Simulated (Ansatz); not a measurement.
Runs of Ansatz 0.2.0 on BaTiO3. It takes space group P4mm (No. 99, tetragonal). Conventional cell: a = 4.000 Å, b = 4.000 Å, c = 4.018 Å, α = 90.00°, β = 90.00°, γ = 90.00°. Around Ba (site symmetry 4mm) lie 12 O at 2.79 to 2.88 Å. Around Ti (site symmetry 4mm) lie 6 O at 1.89 to 2.13 Å. O (site symmetry 2mm) has 2 Ti at 2.00 Å as nearest neighbours. O (site symmetry 4mm) is surrounded by 2 Ti at 1.89 to 2.13 Å. 

```tsv
task	level	cell	smearing	points for each segment of the path	gap on the mesh (eV)	pressure (GPa)	relaxed volume (Å³/atom)	largest force (eV/Å)
relaxation of cell and atoms	PBEsol	relaxed	fermi-dirac 0.05 eV	-	(b)	0.0	(a)	-
single point	PBE	as given	gaussian 0.05 eV	-	1.93	2.4	-	0.31
band structure	PBEsol	as given	fermi-dirac 0.05 eV	14	1.89	-3.8	-	0.35
relaxation of cell and atoms	BLYP	relaxed	fermi-dirac 0.05 eV	-	1.93	0.0	14.33	0.01
single point	PBE	as given	gaussian 0.012 eV	-	1.93	2.4	-	0.31
```

Alike in all rows: potentials or basis Ansatz PAW; no spin polarisation; k mesh 7 × 7 × 7; cutoff (eV) 420.

Fill in the values left out.

(a) 12.65; (b) 1.95.

Caveats: spin-orbit coupling is left out, which moves the levels of the heavy elements; odd divisions of the mesh miss points on the zone boundary, where band edges often lie, so the gap on the mesh can be too wide (some runs); the PAW data sets come from PBE, with cores solved anew for the run's functional, which leaves a small shift of forces and pressure (some runs); the plane-wave basis is chosen anew once the cell has moved, so the energies of steps on either side of that aren't comparable (some runs); the k mesh misses the band edges, so the gap on the mesh is wider than the one along the path (some runs); the volume moved by +11 % from the deposited cell, more than functionals usually miss (some runs).

A k mesh can miss the band edges, and the runs leave out spin-orbit coupling on Ba.
